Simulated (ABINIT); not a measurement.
The system is MgO2.

```xyz
3
Lattice="1.6048 0.9265 3.4940 -1.6048 0.9265 3.4940 0.0000 -1.8530 3.4940" Properties=species:S:1:pos:R:3 pbc="T T T"
Mg    0.0000    0.0000    0.0000
O     0.0000    0.0000    5.9874
O     0.0000    0.0000    4.4945
```

The cell comes from a database or a generator and needn't be the stable form of this composition.

Base run:

| Property | Result |
| --- | --- |
| Program | ABINIT 10.8.3 (patched build) |
| Functional | LDA |
| Potentials or basis | PseudoDojo NC SR LDA v0.4.1 standard |
| Cutoff | 1088 eV |
| k mesh | 8 × 8 × 8 |
| Occupations | fermi-dirac, width 0.05 eV |
| Spin | no spin polarisation |

Its results: band gap on the k mesh 2.14 eV, direct; pressure -10.3 GPa; largest force 0.424 eV/Å.

Task: The run is repeated on the same cell with these changes: functional from LDA to PBEsol; potentials or basis from PseudoDojo NC SR LDA v0.4.1 standard to PseudoDojo NC SR PBEsol v0.4.1 standard; cutoff from 1088 eV to 1034 eV. What comes out?

Result: Band gap on the k mesh 2.17 eV, direct; pressure -5.9 GPa; largest force 0.315 eV/Å.

A k mesh can miss the band edges.

Not every run made on this cell is shown here.
